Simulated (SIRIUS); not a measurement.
# Sr in SIRIUS: convergence with wave cutoff

The system is Sr.

```
CELL_PARAMETERS angstrom
0.00000 3.04235 3.04235
3.04235 0.00000 3.04235
3.04235 3.04235 0.00000
ATOMIC_POSITIONS crystal
Sr 0.00000 0.00000 0.00000
```

| Property | Result |
| --- | --- |
| Program | SIRIUS 7.10.0 |
| Task | single point |
| Functional | PBE |
| Potentials or basis | SG15 1.2 PBE (norm-conserving) |
| Cutoff | 234 eV |
| Density cutoff | 937 eV |
| k mesh | 8 × 8 × 8 |
| Occupations | methfessel-paxton, width 0.05 eV |
| Spin | no spin polarisation |

These are the settings of the first run; the series varies wave cutoff, with any setting tied to it.

Hardware: 1 thread of Arm Neoverse V2, on a shared host.

Problem. The values tried are 234.3 eV, 337.4 eV, 459.3 eV, 599.9 eV, 759.2 eV, 937.3 eV, 1238.3 eV, 1584 eV, loosest first. From which on does the pressure stay within 0.1 GPa of the tightest run that finished?

Solution. From 337.4 eV on.

```tsv
wave cutoff	pressure (GPa)	SCF cycles	CPU time (s)	peak memory (GiB)
234.3 eV	-1.98	16	4.2	0.08
337.4 eV	-0.42	16	7.3	0.09
459.3 eV	-0.40	16	11	0.12
599.9 eV	-0.40	14	15	0.14
759.2 eV	-0.40	15	24	0.19
937.3 eV	-0.40	15	27	0.23
1238.3 eV	-0.40	15	41	0.32
1584 eV	-0.40	15	57	0.44
```

The tightest run that finished is the yardstick and may itself not be fully converged.

Caveat, for the tightest run too: this version's Methfessel-Paxton entropy term is faulty, so the free energy in the log is wrong and no energy is listed.
